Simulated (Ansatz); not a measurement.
Runs of Ansatz 0.2.0 on Ge. It takes space group Fd-3m (No. 227, cubic). The conventional cell has a = 5.658 Å, b = 5.658 Å, c = 5.658 Å, α = 90.00°, β = 90.00°, γ = 90.00°. Ge (site symmetry -43m) is surrounded by 4 Ge at 2.45 Å. 

```tsv
task	level	potentials or basis	spin	cell	k mesh	cutoff (eV)	smearing	points for each segment of the path	gap on the mesh (eV)	pressure (GPa)	moment (μB)
single point	exchange-only PBE	Ansatz NC	off	as given	8 × 8 × 8	1061	methfessel-paxton 0.1 eV	-	none	13.0	-
band structure	m-r2SCAN	Ansatz PAW	off	as given	8 × 8 × 8	500	cold 0.01 eV	14	0.44	0.6	-
single point	PBEsol+D4	Ansatz PAW	non-collinear, antiferromagnetic start	as given	8 × 8 × 8	420	fermi-dirac 0.01 eV	-	none	(a)	0.00
ladder of functionals	PBEsol+D4	Ansatz PAW earlier set	non-collinear, antiferromagnetic start	volume scaled by 1.15	8 × 8 × 8	820	fermi-dirac 0.1 eV	-	none	(b)	0.00
electron localisation function	LDA+D3(BJ)	Ansatz PAW polarizable	collinear, antiferromagnetic start	atoms moved at random, drawn with an rms of 0.02 Å	6 × 6 × 6	420	fermi-dirac 0.05 eV	-	none	-3.3	0.00
```

Question: Estimate the missing entries.

Answer: (a) -0.6; (b) -6.9.

Caveats: the PAW data sets come from PBE, with cores solved anew for the run's functional, which leaves a small shift of forces and pressure (some runs); pairwise dispersion overbinds metals, which lowers pressure and volume (some runs); the starting moments weren't kept (some runs); this crystal is a semiconductor, whose small gap the functional closes, so the metal is an error of the method (some runs); the potentials were made for another functional, which shifts forces and pressure (some runs); the dispersion damping was fitted for another functional or another form of the correction (some runs).

A k mesh can miss the band edges, and the runs leave out spin-orbit coupling on Ge.

A gap of «none» marks a metal or a gap under the smearing width.
